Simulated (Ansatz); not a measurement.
**Ni under changes of volume**

One of the cells (10.492 Å³/atom); the others are scaled copies at fixed shape and fractional positions:

```
Ni
1.0
     0.00000    1.73757    1.73757
     1.73757    0.00000    1.73757
     1.73757    1.73757    0.00000
Ni
1
Direct
  0.00000 0.00000 0.00000
```

| Quantity | Value |
| --- | --- |
| Program | Ansatz 0.2.0 |
| Functional | CAM-B3LYP |
| Potentials or basis | Ansatz PAW |
| Cutoff | 420 eV (not typed: the program's choice for these potentials) |
| k mesh | 7 × 7 × 7 |
| Occupations | fermi-dirac, width 0.05 eV |
| Spin | collinear spin, ferromagnetic start |
| Starting moments | [1.0] μB |

```tsv
volume (Å³/atom)	energy over the lowest point (meV/atom)	pressure (GPa)
9.862	108.80	16.4
10.072	?	?
10.282	6.33	7.0
10.492	0.22	2.3
10.702	0.00	-1.8
10.912	4.86	-5.6
11.122	14.24	-8.9
```

Question: What does the run at 10.072 Å³/atom give?

Answer: Energy over the lowest point 18.99 meV/atom; pressure 12.3 GPa.

The energies don't lie on one smooth curve, so no fit is given. The run at 9.862 Å³/atom lies farthest off, from a change of basis, grid or state.

Energies are extrapolated to zero smearing.

Caveats: all runs use coarse meshes; the magnetic or orbital state may not be the lowest; the PAW data sets come from PBE, with cores solved anew for the run's functional, which leaves a small shift of forces and pressure; the thresholds are loose for stress.
